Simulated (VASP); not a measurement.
# Na (I4/mmm) in VASP: further runs

Runs on Na. Level: PBE. Tasks: single point.

All numbers are computed with VASP 6.6.1; they aren't measurements. Logs are shortened: lines on timing, memory, paths and dates and some standing lists are left out, and cuts for length are marked.

### 1 Starting point

The structure is tetragonal, space group I4/mmm (No. 139). The conventional cell has a = 3.777 Å, b = 3.777 Å, c = 5.275 Å, α = 90.00°, β = 90.00°, γ = 90.00°. Na (site symmetry 4/mmm) is surrounded by 12 Na at 3.75 to 3.78 Å.

This isn't the form of Na at room conditions, which is bcc.

### 2 Single point, PBE

Input file INCAR:

```
PREC = Accurate
ENCUT = 460
EDIFF = 0.01
ISMEAR = 1
SIGMA = 0.1
LREAL = F
LASPH = T
NELM = 100
ALGO = Normal
ISIF = 2
LWAVE = F
LCHARG = F
GGA = PE
NBANDS = 10
ADDGRID = F
```

Input file KPOINTS:

```
Automatic mesh
0
Gamma
  5 5 5
```

Input file POSCAR:

```
Na
1.0
   -1.8882910800      1.8882910800      2.6372766800
    1.8882910800     -1.8882910800      2.6372766800
    1.8882910800      1.8882910800     -2.6372766800
Na
1
Direct
    0.0000000000      0.0000000000      0.0000000000
```

Potentials or basis: VASP PAW PBE potentials, release 64 (Na_pv).

Launch:

```sh
> cat potpaw_PBE.64/Na_pv/POTCAR > POTCAR
> mpirun -np 1 vasp_std > vasp.out
```

OUTCAR:

```text
PREC = Accurate
   ENCUT = 460
   EDIFF = 0.01
   ISMEAR = 1
   LREAL = F
   LASPH = T
   NELM = 100
   ISIF = 2
   GGA = PE

 Found     18 irreducible k-points:

 Following reciprocal coordinates:
            Coordinates               Weight
  0.000000  0.000000  0.000000      1.000000
  0.200000 -0.000000  0.000000      8.000000
  0.400000 -0.000000  0.000000      8.000000
  0.200000  0.200000  0.000000      8.000000
  0.400000  0.200000  0.000000     16.000000
 -0.400000  0.200000 -0.000000     16.000000
   k-points           NKPTS =     18   k-points in BZ     NKDIM =     18   number of bands    NBANDS=     10
   number of dos      NEDOS =    301   number of ions     NIONS =      1
   total plane-waves  NPLWV =  21952
   dimension x,y,z NGX =    28 NGY =   28 NGZ =   28
   dimension x,y,z NGXF=    56 NGYF=   56 NGZF=   56
   ions per type =               1
   NGX,Y,Z   is equivalent  to a cutoff of  12.40, 12.40, 12.40 a.u.
   NGXF,Y,Z  is equivalent  to a cutoff of  24.80, 24.80, 24.80 a.u.
 SYSTEM =  unknown system
   PREC   = accura    normal or accurate (medium, high low for compatibility)
   ISTART =      0    job   : 0-new  1-cont  2-samecut
   ICHARG =      2    charge: 1-file 2-atom 10-const
   ISPIN  =      1    spin polarized calculation?
   LNONCOLLINEAR =      F non collinear calculations
   LSORBIT =      F    spin-orbit coupling
   LASPH  =      T    aspherical Exc in radial PAW
   ENCUT  =  460.0 eV  33.81 Ry    5.81 a.u.   6.56  6.56  6.56*2*pi/ulx,y,z
   NELM   =    100;   NELMIN=  2; NELMDL= -5     # of ELM steps
   EDIFF  = 0.1E-01   stopping-criterion for ELM
   LREAL  =      F    real-space projection
   EDIFFG = 0.1E+00   stopping-criterion for IOM
   NSW    =      0    number of steps for IOM
   IBRION =     -1    ionic relax: 0-MD 1-quasi-New 2-CG
   NFREE  =      0    steps in history (QN), initial steepest desc. (CG)
   ISIF   =      2    stress and relaxation
   ISYM   =      2    0-nonsym 1-usesym 2-fastsym
   POTIM  = 0.5000    time-step for ionic-motion
   TEBEG  =    0.0;   TEEND  =   0.0 temperature during run
   PSTRESS=    0.0 pullay stress
   NELECT =       7.0000    total number of electrons
   NUPDOWN=      -1.0000    fix difference up-down
   EMIN   =  10.00;   EMAX   =-10.00  energy-range for DOS
   EFERMI =   0.00;   METHOD = LEGACY
   ISMEAR =     1;   SIGMA  =   0.10  broadening in eV -4-tet -1-fermi 0-gaus
   EFERMI_NEDOS =   21; number of points for ismear=-14 and -15
   IALGO  =     38    algorithm
   IMIX   =      4    mixing-type and parameters
     AMIX     =   0.40;   BMIX     =  1.00
     AMIX_MAG =   1.60;   BMIX_MAG =  1.00
  volume/ion in A,a.u.               =      37.61       253.83
  Fermi-wavevector in a.u.,A,eV,Ry     =   0.934666  1.766262 11.886050  0.873600
  Thomas-Fermi vector in A             =   2.061494
   LORBIT       =      0    0 simple, 1 ext, 2 COOP (PROOUT), +10 PAW based schemes
   GGA     = PE    functional components
   LHFCALC =     F    Hartree Fock is set to
   AEXX    =    0.0000 exact exchange contribution
   IVDW    =     0    specifies the selected vdW correction
   LEPSILON=     F    determine dielectric tensor
   LRPA    =     F    only Hartree local field effects (RPA)
 non-spin polarized calculation
 Methfessel and Paxton  Order N= 1 SIGMA  =   0.10
  energy-cutoff  :      460.00
  volume of cell :       37.61
 maximum number of plane-waves:       869
 NGX is ok and might be reduce to    28
   NGX = 13   NGY = 13   NGZ = 13

 number of electron       6.9999993 magnetization

 Free energy of the ion-electron system (eV)
  ---------------------------------------------------
  ext. energy  EPLUGINS =         0.00000000
  ---------------------------------------------------
  free energy    TOTEN  =        -1.35541935 eV

  energy without entropy =       -1.35464669  energy(sigma->0) =       -1.35516180

 E-fermi :   0.4903     XC(G=0):  -6.4259

 val. band max:        0.4523816184   @ k =  -0.4000   0.4000   0.0000
 cond. band min:       0.5357091565   @ k =  -0.4000  -0.4000   0.4000
 fundamental gap:      0.0833275381
 Fermi energy:         0.4903186461

 k-point     1 :       0.0000    0.0000    0.0000
  band No.  band energies     occupation
      1     -24.4766      2.00000
      2     -24.4764      2.00000
      3     -24.4764      2.00000
      4      -2.9296      2.00000
      5      11.3112      0.00000
      6      11.3114      0.00000
      7      11.3548      0.00000
      8      12.4240      0.00000
      9      12.8539      0.00000
     10      12.8549      0.00000

 k-point     2 :       0.2000   -0.0000    0.0000
  band No.  band energies     occupation
      1     -24.4880      2.00000
      2     -24.4781      2.00000
      3     -24.4779      2.00000
      4      -2.2732      2.00000
      5       6.9218      0.00000
      6      10.5659      0.00000
      7      10.6480      0.00000
      8      11.8572      0.00000
      9      13.3915      0.00000
     10      13.6286      0.00000

 k-point     3 :       0.4000   -0.0000    0.0000
  band No.  band energies     occupation
      1     -24.5067      2.00000
      2     -24.4809      2.00000
      3     -24.4804      2.00000
      4      -0.3528      2.00000
      5       2.7720      0.00000
      6      10.2579      0.00000
      7      10.4042      0.00000
      8      11.4183      0.00000
      9      11.5929      0.00000
     10      11.8198      0.00000

 k-point     4 :       0.2000    0.2000    0.0000
  band No.  band energies     occupation
      1     -24.4971      2.00000
      2     -24.4856      2.00000
      3     -24.4792      2.00000
      4      -1.1901      2.00000
      5       5.5379      0.00000
      6       6.4584      0.00000
      7      10.6955      0.00000
      8      11.6503      0.00000
      9      13.0072      0.00000
     10      14.2393      0.00000

 k-point     5 :       0.4000    0.2000    0.0000
  band No.  band energies     occupation
      1     -24.5055      2.00000
      2     -24.4893      2.00000
      3     -24.4826      2.00000
      4       1.0851     -0.00000
      5       2.1625     -0.00000
      6       6.1981      0.00000
      7       9.0503      0.00000
      8       9.8771      0.00000
      9      13.7924      0.00000
     10      14.8967      0.00000

 k-point     6 :      -0.4000    0.2000   -0.0000
  band No.  band energies     occupation
      1     -24.5010      2.00000
      2     -24.4850      2.00000
      3     -24.4834      2.00000
      4      -0.5760      2.00000
      5       4.5615      0.00000
      6       7.4090      0.00000
      7       8.5055      0.00000
      8       9.2845      0.00000
      9      13.0606      0.00000
     10      15.1185      0.00000

 [... further k-points ...]

------------------------ aborting loop because EDIFF is reached ----------------------------------------

  FORCE on cell =-STRESS in cart. coord.  units (eV):
  Direction    XX          YY          ZZ          XY          YZ          ZX
  --------------------------------------------------------------------------------------
  -------------------------------------------------------------------------------------
  Total       -0.0525892     -0.0525892     -0.1534601      0.0000000      0.0000000      0.0000000
  in kB       -2.2400307     -2.2400307     -6.5366071      0.0000000      0.0000000      0.0000000
  external PRESSURE =      -3.6722228 kB  Pullay stress =       0.0000000 kB

 VOLUME and BASIS-vectors are now :
 -----------------------------------------------------------------------------
  energy-cutoff  :      460.00
  volume of cell :       37.61
      direct lattice vectors                 reciprocal lattice vectors
    -1.888291080  1.888291080  2.637276680     0.000000000  0.264789685  0.189589512
     1.888291080 -1.888291080  2.637276680     0.264789685  0.000000000  0.189589512
     1.888291080  1.888291080 -2.637276680     0.264789685  0.264789685  0.000000000

 POSITION                                       TOTAL-FORCE (eV/Angst)
 -----------------------------------------------------------------------------------
      0.00000      0.00000      0.00000         0.000000      0.000000      0.000000
 -----------------------------------------------------------------------------------
    total drift:                               -0.000000      0.000000      0.000000

  FREE ENERGIE OF THE ION-ELECTRON SYSTEM (eV)
  ---------------------------------------------------
  free  energy   TOTEN  =        -1.3554193464 eV

  energy  without entropy=       -1.3546466944  energy(sigma->0) =       -1.35516180
```

stdout:

```text
POSCAR found type information on POSCAR Na
 POSCAR found :  1 types and       1 ions
 scaLAPACK will be used
 LDA part: xc-table for (Slater+PW92), standard interpolation
 POSCAR, INCAR and KPOINTS ok, starting setup
 FFT: planning ... GRIDC
 FFT: planning ... GRID_SOFT
 FFT: planning ... GRID
 WAVECAR not read
 entering main loop
```

It took 1.8 s on 1 thread of AMD EPYC 9R45 (Zen 5), shared host; peak memory 0.11 GiB.

These settings aren't checked as converged: the numbers below hold their error.

What came out:

| Quantity | Value |
| --- | --- |
| Free energy | -1.3554 eV |
| Pressure | -0.4 GPa |
| Band gap on the k mesh | none (metal or under the smearing width) |

Caveat: the k mesh is coarse (spacing up to 0.47 Å⁻¹), so the values aren't converged.

### 3 Single point, PBE

INCAR, as its differences from that of step 2:

```diff
@@ -2,3 +2,3 @@
 ENCUT = 460
-EDIFF = 0.01
+EDIFF = 0.001
 ISMEAR = 1
```

KPOINTS is that of step 2.

POSCAR is that of step 2.

Potentials or basis: VASP PAW PBE potentials, release 64 (Na_pv).

Launch:

```sh
> cat potpaw_PBE.64/Na_pv/POTCAR > POTCAR
> mpirun -np 1 vasp_std > vasp.out
```

OUTCAR:

```text
PREC = Accurate
   ENCUT = 460
   EDIFF = 0.001
   ISMEAR = 1
   LREAL = F
   LASPH = T
   NELM = 100
   ISIF = 2
   GGA = PE

 Found     18 irreducible k-points:

 Following reciprocal coordinates:
            Coordinates               Weight
  0.000000  0.000000  0.000000      1.000000
  0.200000 -0.000000  0.000000      8.000000
  0.400000 -0.000000  0.000000      8.000000
  0.200000  0.200000  0.000000      8.000000
  0.400000  0.200000  0.000000     16.000000
 -0.400000  0.200000 -0.000000     16.000000
[... 153 lines left out ...]
 [... further k-points ...]

------------------------ aborting loop because EDIFF is reached ----------------------------------------

  FORCE on cell =-STRESS in cart. coord.  units (eV):
  Direction    XX          YY          ZZ          XY          YZ          ZX
  --------------------------------------------------------------------------------------
  -------------------------------------------------------------------------------------
  Total       -0.0619629     -0.0619629     -0.1629087      0.0000000     -0.0000000      0.0000000
  in kB       -2.6392983     -2.6392983     -6.9390715      0.0000000     -0.0000000      0.0000000
  external PRESSURE =      -4.0725560 kB  Pullay stress =       0.0000000 kB

 VOLUME and BASIS-vectors are now :
 -----------------------------------------------------------------------------
  energy-cutoff  :      460.00
  volume of cell :       37.61
      direct lattice vectors                 reciprocal lattice vectors
    -1.888291080  1.888291080  2.637276680     0.000000000  0.264789685  0.189589512
     1.888291080 -1.888291080  2.637276680     0.264789685  0.000000000  0.189589512
     1.888291080  1.888291080 -2.637276680     0.264789685  0.264789685  0.000000000

 POSITION                                       TOTAL-FORCE (eV/Angst)
 -----------------------------------------------------------------------------------
      0.00000      0.00000      0.00000         0.000000     -0.000000     -0.000000
 -----------------------------------------------------------------------------------
    total drift:                                0.000000     -0.000000      0.000000

  FREE ENERGIE OF THE ION-ELECTRON SYSTEM (eV)
  ---------------------------------------------------
  free  energy   TOTEN  =        -1.3554229851 eV

  energy  without entropy=       -1.3546503323  energy(sigma->0) =       -1.35516543
```

Run time: 1.8 s. Hardware: 1 thread of AMD EPYC 9R45 (Zen 5), shared host; peak memory 0.11 GiB.

These settings aren't checked as converged: the numbers below hold their error.

Results:

* Free energy: -1.3554 eV
* Pressure: -0.4 GPa
* Band gap on the k mesh: none (metal or under the smearing width)

Caveat: the k mesh is coarse (spacing up to 0.47 Å⁻¹), so the values aren't converged.

### 4 Single point, PBE

INCAR, as its differences from that of step 3:

```diff
@@ -2,3 +2,3 @@
 ENCUT = 460
-EDIFF = 0.001
+EDIFF = 1E-4
 ISMEAR = 1
```

KPOINTS is that of step 3.

POSCAR is that of step 3.

Launch:

```sh
> cat potpaw_PBE.64/Na_pv/POTCAR > POTCAR
> mpirun -np 1 vasp_std > vasp.out
```

It took 2.3 s on 1 thread of AMD EPYC 9R45 (Zen 5), shared host; peak memory 0.11 GiB.

These settings aren't checked as converged: the numbers below hold their error.

Results:

| Quantity | Value |
| --- | --- |
| Free energy | -1.3551 eV |
| Pressure | -0.3 GPa |
| Band gap on the k mesh | none (metal or under the smearing width) |

Caveat: the k mesh is coarse (spacing up to 0.47 Å⁻¹), so the values aren't converged.
